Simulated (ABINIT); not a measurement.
# Ag (Fm-3m) in ABINIT: further runs

The runs below take Ag through relaxation of cell and atoms, with PBE.

Program: ABINIT 10.8.3 (patched build). These are calculated values, not measurements. Logs are shortened: lines on timing, memory, paths and dates and some standing lists are left out, and cuts for length are marked. The log counts tension as positive stress, the text compression.

## (1) The structure

It takes space group Fm-3m (No. 225, cubic). The conventional cell has a = 4.085 Å, b = 4.085 Å, c = 4.085 Å, α = 90.00°, β = 90.00°, γ = 90.00°. Ag (site symmetry m-3m) is surrounded by 12 Ag at 2.89 Å.

## (2) Relaxation of cell and atoms, PBE

File run.abi:

```
# Pseudopotentials
pp_dirpath "./"
pseudos "Ag.GGA_PBE-JTH.xml"

# Structure
acell 5.4592009917 5.4592009917 5.4592009917
rprim
     0.0000000000     0.7071067812     0.7071067812
     0.7071067812     0.0000000000     0.7071067812
     0.7071067812     0.7071067812     0.0000000000
ntypat 1
znucl 47
natom 1
typat 1
xcart
     0.0000000000     0.0000000000     0.0000000000
chkprim 0
chksymtnons 0
tolsym 1.0e-6

# Plane-wave basis
ecut 462.593566 eV
pawecutdg 34.0
pawxcdev 0

# k points
kptopt 1
ngkpt 11 11 11
nshiftk 1
shiftk 0.0 0.0 0.0

# Exchange and correlation
ixc 11

# Bands and occupations
nband 10
occopt 3
tsmear 0.00183747

# SCF cycle
nstep 100
tolvrs 1.0e-9

# Output
iomode 3
prtwf 0
prtden 0
prteig 0
prtebands 0
enunit 1

# Relaxation
ionmov 2
ntime 60
tolmxf 0.0005
optcell 2
dilatmx 1.08
ecutsm 0.5
```

Potentials or basis: JTH PAW PBE v2.0.

Run with:

```
abinit run.abi > log 2>&1
```

run.abo:

```text
.Version 10.8.3 of ABINIT
 Symmetries : space group Fm -3 m (#225); Bravais cF (face-center cubic)
================================================================================
 Values of the parameters that define the memory need of the present run
     intxc =       0    ionmov =       2      iscf =      17    lmnmax =      18
     lnmax =       6     mgfft =      24  mpssoang =       3    mqgrid =    3001
     natom =       1  nloc_mem =       2    nspden =       1   nspinor =       1
    nsppol =       1      nsym =      48    n1xccc =       1    ntypat =       1
    occopt =       3   xclevel =       2
       mpw =         507          nfft =       13824          nkpt =          56
 PAW method is used; the additional fine FFT grid is defined by:
   mgfftf=        32    nfftf =     32768
================================================================================
================================================================================

--------------------------------------------------------------------------------
------------- Echo of variables that govern the present computation ------------
--------------------------------------------------------------------------------
 -outvars: echo values of preprocessed input variables --------
            acell      5.4592009917E+00  5.4592009917E+00  5.4592009917E+00 Bohr
              amu      1.07868200E+02
          chkprim           0
      chksymtnons           0
          dilatmx      1.08000000E+00
             ecut      1.70000000E+01 Hartree
           ecutsm      5.00000000E-01 Hartree
           enunit           1
           ionmov           2
                       outvar_i_n : Printing only first  50 k-points.
              ixc          11
                       outvar_i_n : Printing only first  50 k-points.
         kptrlatt       11    0    0      0   11    0      0    0   11
          kptrlen      6.00512109E+01
            natom           1
            nband          10
            ngfft          24      24      24
          ngfftdg          32      32      32
             nkpt          56
            nstep         100
             nsym          48
            ntime          60
           ntypat           1
                       prtocc : prtvol=0, do not print more k-points.
           occopt           3
          optcell           2
        pawecutdg      3.40000000E+01 Hartree
         pawxcdev           0
           prtden           0
        prtebands           0
           prteig           0
            prtwf           0
            rprim      0.0000000000E+00  7.0710678120E-01  7.0710678120E-01
                       7.0710678120E-01  0.0000000000E+00  7.0710678120E-01
                       7.0710678120E-01  7.0710678120E-01  0.0000000000E+00
          spgroup         225
           tolmxf      5.00000000E-04
           tolsym      1.00000000E-06
           tolvrs      1.00000000E-09
           tsmear      1.83747000E-03 Hartree
            typat      1
           useylm           1
                       outvars : Printing only first  50 k-points.
            znucl       47.00000

================================================================================

 chkinp: Checking input parameters for consistency.

================================================================================
== DATASET  1 ==================================================================

--- !DatasetInfo
iteration_state: {dtset: 1, }
dimensions: {natom: 1, nkpt: 56, mband: 10, nsppol: 1, nspinor: 1, nspden: 1, mpw: 507, }
cutoff_energies: {ecut:  17.0, pawecutdg:  34.0, }
electrons: {nelect:   1.10000000E+01, charge:   0.00000000E+00, occopt:   3.00000000E+00, tsmear:   1.83747000E-03, }
meta: {optdriver: 0, ionmov: 2, optcell: 2, iscf: 17, paral_kgb: 0, }
...

 Exchange-correlation functional for the present dataset will be:
  GGA: Perdew-Burke-Ernzerhof functional - ixc=11
  J.P.Perdew, K.Burke, M.Ernzerhof, PRL 77, 3865 (1996)

 Real(R)+Recip(G) space primitive vectors, cartesian coordinates (Bohr,Bohr^-1):
 R(1)=  0.0000000  3.8602380  3.8602380  G(1)= -0.1295257  0.1295257  0.1295257
 R(2)=  3.8602380  0.0000000  3.8602380  G(2)=  0.1295257 -0.1295257  0.1295257
 R(3)=  3.8602380  3.8602380  0.0000000  G(3)=  0.1295257  0.1295257 -0.1295257
 Unit cell volume ucvol=  1.1504619E+02 bohr^3
 Angles (23,13,12)=  6.00000000E+01  6.00000000E+01  6.00000000E+01 degrees

 Coarse grid specifications (used for wave-functions):

 getcut: wavevector=  0.0000  0.0000  0.0000  ngfft=  24  24  24
         ecut(hartree)=     19.829   => boxcut(ratio)=   2.19315

 Fine grid specifications (used for densities):

 getcut: wavevector=  0.0000  0.0000  0.0000  ngfft=  32  32  32
         ecut(hartree)=     39.658   => boxcut(ratio)=   2.06772

--- Pseudopotential description ------------------------------------------------
- pspini: atom type   1  psp file is ./Ag.GGA_PBE-JTH.xml
 Pseudopotential format is: paw10
 basis_size (lnmax)=  6 (lmn_size= 18), orbitals=   0   0   1   1   2   2
 Spheres core radius: rc_sph= 2.51516130
 Shapefunction is BESSEL type: shapef(r,l)=aa(1,l)*jl(q(1,l)*r)+aa(2,l)*jl(q(2,l)*r)
 Radius for shape functions =  2.20290272
 Compensation charge density is not taken into account in XC energy/potential

   4.44827459E+02                                ecore*ucvol(ha*bohr**3)
--------------------------------------------------------------------------------

================================================================================

=== [ionmov= 2] Broyden-Fletcher-Goldfarb-Shanno method (forces)
================================================================================

--- Iteration: ( 1/60) Internal Cycle: (1/1)
--------------------------------------------------------------------------------

---SELF-CONSISTENT-FIELD CONVERGENCE--------------------------------------------

--- !BeginCycle
iteration_state: {dtset: 1, itime: 1, icycle: 1, }
solver: {iscf: 17, nstep: 100, nline: 4, wfoptalg: 10, }
tolerances: {tolvrs: 1.00E-09, }
...

     iter   Etot(hartree)      deltaE(h)  residm     nres2
 ETOT  1  -38.182376895015    -3.818E+01 6.134E-01 4.572E+00
 ETOT  2  -38.223467918029    -4.109E-02 3.190E-03 8.738E-01
 ETOT  3  -38.220356410215     3.112E-03 3.372E-04 1.466E-02
 ETOT  4  -38.220329231026     2.718E-05 1.413E-04 2.213E-03
 ETOT  5  -38.220320789233     8.442E-06 1.844E-04 2.716E-04
 ETOT  6  -38.220320117041     6.722E-07 1.096E-04 6.890E-07
 ETOT  7  -38.220320117217    -1.754E-10 1.485E-04 7.953E-08
 ETOT  8  -38.220320117273    -5.658E-11 8.891E-05 1.703E-08
 ETOT  9  -38.220320117249     2.427E-11 8.721E-05 4.511E-10
[... 311 lines left out ...]
 -0.00000000000000E+00 -0.00000000000000E+00 -0.00000000000000E+00
 Gradient of E wrt nuclear positions in reduced coordinates (gred)
  0.00000000000000E+00  0.00000000000000E+00  0.00000000000000E+00
 Scale of Primitive Cell (acell) [bohr]
  5.54184523595280E+00  5.54184523595280E+00  5.54184523595280E+00
 Real space primitive translations (rprimd) [bohr]
  0.00000000000000E+00  3.91867634662859E+00  3.91867634662859E+00
  3.91867634662859E+00  0.00000000000000E+00  3.91867634662859E+00
  3.91867634662859E+00  3.91867634662859E+00  0.00000000000000E+00
 Unitary Cell Volume (ucvol) [Bohr^3]=  1.20350578480773E+02
 Angles (23,13,12)= [degrees]
  6.00000000000000E+01  6.00000000000000E+01  6.00000000000000E+01
 Lengths [Bohr]
  5.54184523595280E+00  5.54184523595280E+00  5.54184523595280E+00
 Stress tensor in cartesian coordinates (strten) [Ha/bohr^3]
 -6.24946073522759E-07  0.00000000000000E+00  0.00000000000000E+00
  0.00000000000000E+00 -6.24946073522759E-07  0.00000000000000E+00
  0.00000000000000E+00  0.00000000000000E+00 -6.24946073533167E-07
 Total energy (etotal) [Ha]= -3.82207134622460E+01

 Difference of energy with previous step (new-old):
           Absolute (Ha)=-1.67793E-06
           Relative     =-4.39011E-08

 At Broyd/MD step   4, gradients are converged :
  max grad (force/stress) = 6.2495E-05 < tolmxf= 5.0000E-04 ha/bohr (free atoms)

================================================================================

 ----iterations are completed or convergence reached----

 Mean square residual over all n,k,spin=   81.981E-10; max=  45.906E-07
 reduced coordinates (array xred) for    1 atoms
       0.000000000000      0.000000000000      0.000000000000
 rms dE/dt=  0.0000E+00; max dE/dt=  0.0000E+00; dE/dt below (all hartree)
    1       0.000000000000      0.000000000000      0.000000000000

 cartesian coordinates (angstrom) at end:
    1      0.00000000000000     0.00000000000000     0.00000000000000

 cartesian forces (hartree/bohr) at end:
    1     -0.00000000000000    -0.00000000000000    -0.00000000000000
 frms,max,avg= 0.0000000E+00 0.0000000E+00   0.000E+00  0.000E+00  0.000E+00 h/b

 cartesian forces (eV/Angstrom) at end:
    1     -0.00000000000000    -0.00000000000000    -0.00000000000000
 frms,max,avg= 0.0000000E+00 0.0000000E+00   0.000E+00  0.000E+00  0.000E+00 e/A
 length scales=  5.541845235953  5.541845235953  5.541845235953 bohr
              =  2.932618203228  2.932618203228  2.932618203228 angstroms
 Fermi (or HOMO) energy (eV) =   3.71564   Average Vxc (eV)= -12.04563
 Eigenvalues (   eV  ) for nkpt=  56  k points:
 kpt#   1, nband= 10, wtk=  0.00075, kpt=  0.0000  0.0000  0.0000 (reduced coord)
  -4.00497   -1.20607   -1.20607   -1.20607   -0.25278   -0.25278   19.98047   23.11900
  23.11900   23.11900
 prteigrs : prtvol=0 or 1, do not print more k-points.

--- !EnergyTerms
iteration_state     : {dtset: 1, itime: 4, icycle: 1, }
comment             : Components of total free energy in Hartree
kinetic             :  1.00877573444385E+01
hartree             :  6.31437225498028E+00
xc                  : -1.22508385252864E+01
Ewald energy        : -3.53925829728873E+01
psp_core            :  3.69609738788118E+00
local_psp           : -1.60913128902522E+01
PAW spherical_terms :  5.41592857003250E+00
internal            : -3.82205788310933E+01
'-kT*entropy'       : -1.35819132936746E-04
total_energy        : -3.82207146502263E+01
total_energy_eV     : -1.04003862894473E+03
...

--- !EnergyTermsDC
iteration_state     : {dtset: 1, itime: 4, icycle: 1, }
comment             : '"Double-counting" decomposition of free energy'
band_energy         : -3.06391313923042E-01
Ewald energy        : -3.53925829728873E+01
psp_core            :  3.69609738788118E+00
xc_dc               : -1.46980431617213E+01
PAW spherical_terms :  8.48034241753735E+00
internal            : -3.82205776431131E+01
'-kT*entropy'       : -1.35819132936746E-04
total_energy_dc     : -3.82207134622460E+01
total_energy_dc_eV  : -1.04003859661814E+03
...

--- !EnergyTermsWithPAWCore
iteration_state     : {dtset: 1, itime: 4, icycle: 1, }
comment             : 'Components of total free energy, including PAW core contributions'
Total energy        : -5.31613406771049E+03
Total energy DC     : -5.31613406652251E+03
Total energy (eV)   : -1.44659377451888E+05
Total energy DC (eV): -1.44659377419562E+05
...

 Cartesian components of stress tensor (hartree/bohr^3)
  sigma(1 1)= -6.24946074E-07  sigma(3 2)=  0.00000000E+00
  sigma(2 2)= -6.24946074E-07  sigma(3 1)=  0.00000000E+00
  sigma(3 3)= -6.24946074E-07  sigma(2 1)=  0.00000000E+00

-Cartesian components of stress tensor (GPa)         [Pressure=  1.8387E-02 GPa]
- sigma(1 1)= -1.83865483E-02  sigma(3 2)=  0.00000000E+00
- sigma(2 2)= -1.83865483E-02  sigma(3 1)=  0.00000000E+00
- sigma(3 3)= -1.83865483E-02  sigma(2 1)=  0.00000000E+00

== END DATASET(S) ==============================================================
================================================================================

 -outvars: echo values of variables after computation  --------
            acell      5.5418452360E+00  5.5418452360E+00  5.5418452360E+00 Bohr
           etotal     -3.8220713462E+01
            fcart     -0.0000000000E+00 -0.0000000000E+00 -0.0000000000E+00
            rprim      0.0000000000E+00  7.0710678119E-01  7.0710678119E-01
                       7.0710678119E-01  0.0000000000E+00  7.0710678119E-01
                       7.0710678119E-01  7.0710678119E-01  0.0000000000E+00
           strten     -6.2494607352E-07 -6.2494607352E-07 -6.2494607353E-07
                       0.0000000000E+00  0.0000000000E+00  0.0000000000E+00
 Calculation completed.
```

Wall time 33 s (1 thread of Intel Xeon Platinum 8259CL at 2.50GHz (Skylake/Cascade Lake), shared host); peak memory 0.11 GiB.

What came out:

```
Free energy                                           : -1040.0386 eV
Relaxed volume                                        : 17.83 Å³/atom
Relaxed cell                                          : a = 2.933 Å, b = 2.933 Å, c = 2.933 Å, α = 60.00°, β = 60.00°, γ = 60.00°
Space group after relaxing (to 0.05 Å)                : Fm-3m (No. 225)
Energy gained by relaxing                             : 10.7 meV/atom
Ionic steps                                           : 4
Pressure after relaxing                               : 0.0 GPa
Band gap on the k mesh                                : none (metal or under the smearing width)
Valence electrons inside the program's atomic spheres : Ag 9.76 (radii [1.331] Å)
```

The path:
```
step  energy change (eV)  largest force (eV/Å)  pressure (GPa)  volume (Å³)
   1              0.0000                0.0000            4.61        17.05
   2             -0.0057                0.0000            3.04        17.29
   3             -0.0107                0.0000            0.27        17.78
   4             -0.0107                0.0000            0.02        17.83
```

Final structure:
```
Ag
1.0
     0.00000    2.07367    2.07367
     2.07367    0.00000    2.07367
     2.07367    2.07367    0.00000
Ag
1
Cartesian
  0.0000 0.0000 0.0000
```

PBE usually gives volumes a little too large and moduli too small. Zero-point motion and thermal expansion aren't in these numbers.

(Part 1 of 2 ends here.)
